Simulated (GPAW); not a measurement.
Band structure of NaBr (Fm-3m, 2 atoms in the cell).

```xyz
2
Lattice="0.0000 2.9645 2.9645 2.9645 0.0000 2.9645 2.9645 2.9645 0.0000" Properties=species:S:1:pos:R:3 pbc="T T T"
Na     0.0000     0.0000     0.0000
Br     2.9645     2.9645     2.9645
```

Method of the run: PBE, GPAW PAW datasets PBE (gpaw-data 1.0.1) (plane waves; GPAW).

Settings: mode = pw; ecut = 850 eV; xc = PBE; kpts = 5 5 5; mesh shift (steps) = 0 0 0; occupations.name = fermi-dirac; occupations.width = 0.01 eV; nbands = -8; convergence.forces = 0.001 eV/Å; convergence.bands = -6; symmetry.symmorphic = false; symmetry.tolerance = 0.0005; maxiter = 120; bandpath_npoints = 40.

The starting cell comes from a database of computed structures (which also holds hypothetical and non-ambient phases and stackings), without a prior relaxation at this level. Its lattice was rescaled by a random factor within 2.5 % of one.

Problem. Predict the gap along the standard path and the places of the band edges.

Solution. The gap along the path is 4.23 eV, direct at Γ to within 0.01 eV.

Levels in eV from the top of the valence band on the SCF mesh, bands 4 to 11:
```json
[
 {"point": "Γ", "4": "-12.84", "5": "0.00", "6": "0.00", "7": "0.00", "8": "4.23", "9": "9.87", "10": "9.87", "11": "9.87"},
 {"point": "X", "4": "-12.48", "5": "-1.85", "6": "-0.69", "7": "-0.69", "8": "6.20", "9": "6.99", "10": "10.86", "11": "13.51"},
 {"point": "W", "4": "-12.47", "5": "-1.34", "6": "-1.34", "7": "-0.86", "8": "7.60", "9": "8.87", "10": "8.87", "11": "9.88"},
 {"point": "K", "4": "-12.48", "5": "-1.58", "6": "-1.27", "7": "-0.56", "8": "6.94", "9": "8.10", "10": "9.91", "11": "11.46"},
 {"point": "L", "4": "-12.54", "5": "-2.13", "6": "-0.29", "7": "-0.29", "8": "6.22", "9": "9.57", "10": "9.57", "11": "10.11"},
 {"point": "U", "4": "-12.48", "5": "-1.58", "6": "-1.27", "7": "-0.56", "8": "6.94", "9": "8.10", "10": "9.91", "11": "11.46"}
]
```
